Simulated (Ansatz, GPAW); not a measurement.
## A script for PbS (PBE in single-zeta orbitals)

These are simulated results from GPAW 26.7.0, not measurements. The cell was built from a prototype and was relaxed with r2SCAN in plane waves (Ansatz 0.2.0). Not every such cell is a known phase. All runs are without spin polarisation.

It is hexagonal, P6_3/mmc (No. 194); conventional cell a = 4.997 Å, c = 5.997 Å, 32.42 Å³ an atom. Around Pb lie 5 S at 2.89–3.00 Å; around S lie 5 Pb at 2.89–3.00 Å.

The basis is minimal: single zeta, one radial function for each shell that the log's basis lists. It describes the filled bands fairly and the empty ones poorly.

Input script:

```python
import json
from ase import Atoms
from gpaw import GPAW, PW, FermiDirac

atoms = Atoms(['Pb', 'Pb', 'S', 'S'],
              cell=[[4.99708795, 0.0, 0.0], [-2.49854398, 4.32760511, 0.0], [0.0, 0.0, 5.99707071]],
              scaled_positions=[[0.333333333, 0.666666667, 0.25], [0.666666667, 0.333333333, 0.75], [0.666666667, 0.333333333, 0.25], [0.333333333, 0.666666667, 0.75]],
              pbc=True)
calc = GPAW(mode='lcao', basis='sz(dzp)', h=0.2, xc='PBE', kpts={'size': (6, 6, 4), 'gamma': True},
            occupations=FermiDirac(0.02), maxiter=100, legacy_gpaw=True, txt='gpaw.txt')
atoms.calc = calc
res = {'energy': atoms.get_potential_energy(force_consistent=True)}
res['electrons'] = calc.get_number_of_electrons()
res['k'] = calc.get_ibz_k_points().tolist()
res['levels'] = [calc.get_eigenvalues(kpt=i).tolist() for i in range(len(res['k']))]
points = [[0.0, 0.0, 0.0], [0.5, 0.0, 0.0], [0.333333, 0.333333, 0.0], [0.0, 0.0, 0.5], [0.5, 0.0, 0.5], [0.333333, 0.333333, 0.5]]
bands = calc.fixed_density(kpts=points, symmetry='off', txt='bands.txt')
res['points'] = [bands.get_eigenvalues(kpt=i).tolist() for i in range(len(points))]
json.dump(res, open('results.json', 'w'))
print('free energy (eV):', round(res['energy'], 5))
```

Command: `python run.py`. It took 14 s on 1 thread of Arm Neoverse V1 (shared host), peak memory 0.18 GiB.

The log gpaw.txt, trimmed of paths, versions and times, then the last line on the terminal. An iter line gives the energy in eV and the logarithms of the changes of orbitals (plane waves alone) and density (c: converged):

```
___ ___ ___ _ _ _
 |   |   |_  | | | |

 | | | | | . | | | |

 |__ |  _|___|_____|  26.7.0
 |___|_|

Input parameters:
  basis: sz(dzp)
  h: 0.2
  kpts: {gamma: True,
         size: (6, 6, 4)}
  maxiter: 100
  mode: lcao
  occupations: {fixmagmom: False,
                name: fermi-dirac,
                width: 0.02}
  xc: PBE

System changes: positions, numbers, cell, pbc, initial_charges, initial_magmoms

Initialize ...

species:
  Pb:
    name:    Lead
    Z:       82.0
    valence: 14
    core:    68
    charge:  0.0  # [|e|]
    compensation charges:
      type: gauss
      rc: 0.38  # [Å]
      lmax: 2
    cutoffs:
      filter: 2.36  # [Å]
      core: 2.43  # [Å]
    projectors
    | kind |    occ | energy [eV] | rcut [Å] |

    |------|--------|-------------|----------|

    |   6s |  2.000 |     -11.969 |    1.259 |

    |   6p |  2.000 |      -3.506 |    1.275 |

    |   5d | 10.000 |     -21.211 |    1.217 |

    |    s |        |      15.243 |    1.259 |

    |    p |        |      23.705 |    1.275 |

    |    d |        |       6.001 |    1.217 |

    LCAO basis set for Pb:
      Name: sz(dzp)
      Number of radial functions: 3
      Number of spherical harmonics: 9
        l=0, rc=6.8438 Bohr: 6s-sz confined orbital
        l=1, rc=9.8125 Bohr: 6p-sz confined orbital
        l=2, rc=4.5156 Bohr: 5d-sz confined orbital
      Number of RI-basis functions 0

  S:
    name:    Sulfur
    Z:       16.0
    valence: 6
    core:    10
    charge:  0.0  # [|e|]
    compensation charges:
      type: gauss
      rc: 0.24  # [Å]
      lmax: 2
    cutoffs:
      filter: 1.77  # [Å]
      core: 1.66  # [Å]
    projectors
    | kind |    occ | energy [eV] | rcut [Å] |

    |------|--------|-------------|----------|

    |   3s |  2.000 |     -17.254 |    0.974 |

    |   3p |  4.000 |      -7.008 |    0.979 |

    |    s |        |       9.957 |    0.974 |

    |    p |        |      20.203 |    0.979 |

    |    d |        |       0.000 |    0.900 |

    LCAO basis set for S:
      Name: sz(dzp)
      Number of radial functions: 2
      Number of spherical harmonics: 4
        l=0, rc=5.5156 Bohr: 3s-sz confined orbital
        l=1, rc=6.9375 Bohr: 3p-sz confined orbital
      Number of RI-basis functions 0

Reference energy: -1156264.166523  # eV

Spin-paired calculation

Convergence criteria:
 Maximum [total energy] change in last 3 cyles: 0.0005 eV / valence electron
 Maximum integral of absolute [dens]ity change: 0.0001 electrons / valence electron
 Maximum integral of absolute [eigenst]ate change: 4e-08 eV^2 / valence electron
 Maximum number of scf [iter]ations: 100
 (Square brackets indicate name in SCF output, whereas a 'c' in
 the SCF output indicates the quantity has converged.)

Symmetries present (total): 2

  ( 1  0  0)  (-1  0  0)
  ( 0  1  0)  ( 0 -1  0)
  ( 0  0  1)  ( 0  0 -1)

144 k-points: 6 x 6 x 4 Monkhorst-Pack grid + [1/12,1/12,1/8]
76 k-points in the irreducible part of the Brillouin zone
       k-points in crystal coordinates                weights
   0:     0.00000000    0.00000000    0.00000000          1/144
   1:     0.00000000    0.00000000    0.25000000          2/144
   2:     0.00000000    0.00000000    0.50000000          1/144
   3:     0.00000000    0.16666667   -0.25000000          2/144
   4:     0.00000000    0.16666667    0.00000000          2/144
   5:     0.00000000    0.16666667    0.25000000          2/144
   6:     0.00000000    0.16666667    0.50000000          2/144
   7:     0.00000000    0.33333333   -0.25000000          2/144
   8:     0.00000000    0.33333333    0.00000000          2/144
   9:     0.00000000    0.33333333    0.25000000          2/144
          ...
  75:     0.50000000    0.50000000    0.50000000          1/144

Wave functions: LCAO
  Diagonalizer: Serial LAPACK
  Atomic Correction: dense with blas
  Data-type: complex

Occupation numbers: Fermi-Dirac:
  width: 0.0200  # eV

Eigensolver
   LCAO using direct dense diagonalizer

Densities:
  Coarse grid: 20*20*28 grid
  Fine grid: 40*40*56 grid
  Total Charge: 0.000000

Density mixing:
  Method: separate
  Backend: msr1
  Linear mixing parameter: 0.05
  old densities: 10
  Width of damping distribution: 1.1
  Damping of long wavelength oscillations: 20

Hamiltonian:
  XC and Coulomb potentials evaluated on a 40*40*56 grid
  Using the PBE Exchange-Correlation functional
  Interpolation: tri-quintic (5. degree polynomial)
  Poisson solver: FastPoissonSolver using
    Stencil: 8*3+1=25 point O(h^6) finite-difference Laplacian
    FFT axes: [np.int64(0), np.int64(1), np.int64(2)]
    FST axes: []

XC parameters: PBE with 2 nearest neighbor stencil

Memory estimate:
  Process memory now: 117.31 MiB
  Calculator: 22.28 MiB
    Density: 13.61 MiB
      Arrays: 2.22 MiB
      Localized functions: 9.68 MiB
      Mixer: 1.71 MiB
    Hamiltonian: 2.28 MiB
      Arrays: 1.45 MiB
      XC: 0.00 MiB
      Poisson: 0.00 MiB
      vbar: 0.83 MiB
    Wavefunctions: 6.38 MiB
      C [qnM]: 0.78 MiB
      S, T [2 x qmm]: 1.57 MiB
      P [aqMi]: 0.12 MiB
      BasisFunctions: 3.91 MiB
      Eigensolver: 0.00 MiB

Total number of cores used: 1

Number of atoms: 4
Number of atomic orbitals: 26
Number of bands in calculation: 26
Number of valence electrons: 40
Bands to converge: occupied
Positions:
   0 Pb    -0.000000    2.885070    1.499268    ( 0.0000,  0.0000,  0.0000)
   1 Pb     2.498544    1.442535    4.497803    ( 0.0000,  0.0000,  0.0000)
   2 S      2.498544    1.442535    1.499268    ( 0.0000,  0.0000,  0.0000)
   3 S     -0.000000    2.885070    4.497803    ( 0.0000,  0.0000,  0.0000)

Unit cell:
           periodic     x           y           z      points  spacing
  1. axis:    yes    4.997088    0.000000    0.000000    20     0.2164
  2. axis:    yes   -2.498544    4.327605    0.000000    20     0.2164
  3. axis:    yes    0.000000    0.000000    5.997071    28     0.2142

  Lengths:   4.997088   4.997088   5.997071
  Angles:   90.000000  90.000000 120.000000

Effective grid spacing dv^(1/3) = 0.2262

iter:   1   -14.969629        c
iter:   2   -14.816329        c -1.21
iter:   3   -14.304377        c -1.26
iter:   4   -14.301264        c -2.05
iter:   5   -14.301262c       c -2.20
iter:   6   -14.301234c       c -3.22
iter:   7   -14.301234c       c -4.41c

Converged after 7 iterations.

Energy contributions relative to reference atoms: (reference = -1156264.166523)

Kinetic:       +110.965383
Potential:     -104.024366
External:        +0.000000
XC:             -21.812089
Entropy (-ST):   -0.000000
Local:           +0.569839
SIC:             +0.000000
--------------------------
Free energy:    -14.301234
Extrapolated:   -14.301234

Showing only first 2 kpts
 Kpt  Band  Eigenvalues  Occupancy
  0    18      2.58163    2.00000
  0    19      2.58301    2.00000
  0    20      6.72379    0.00000
  0    21      6.72418    0.00000

  1    18      2.40264    2.00000
  1    19      3.28326    2.00000
  1    20      6.79350    0.00000
  1    21      6.79369    0.00000

Fermi level: 4.97479

Gap: 1.389 eV
Transition (v -> c):
  (s=0, k=57, n=19, [0.33, 0.33, 0.50]) -> (s=0, k=57, n=20, [0.33, 0.33, 0.50])
No difference between direct/indirect transitions

free energy (eV): -14.30123
```

The gap in the log is over the mesh alone; results.json adds the listed points. PBE in single-zeta orbitals gives a gap of 1.39 eV. On the same cell, plane-wave PBE (Ansatz, 6×6×4 k points and the special points) gives a gap of 1.42 eV and r2SCAN a gap of 1.72 eV; on shared hosts these took about 5.5 and 12 core-seconds on the 4-atom cell, against 14 for the script. Spin-orbit coupling, left out in all these runs, can cut or reorder the gap by tenths of an eV, up to about 1 eV with Pb or Bi.

Spin-orbit coupling is left out; in compounds of Pb, Bi, Tl or Hg it can lower a gap by up to about 1 eV, split its edges or invert the bands.
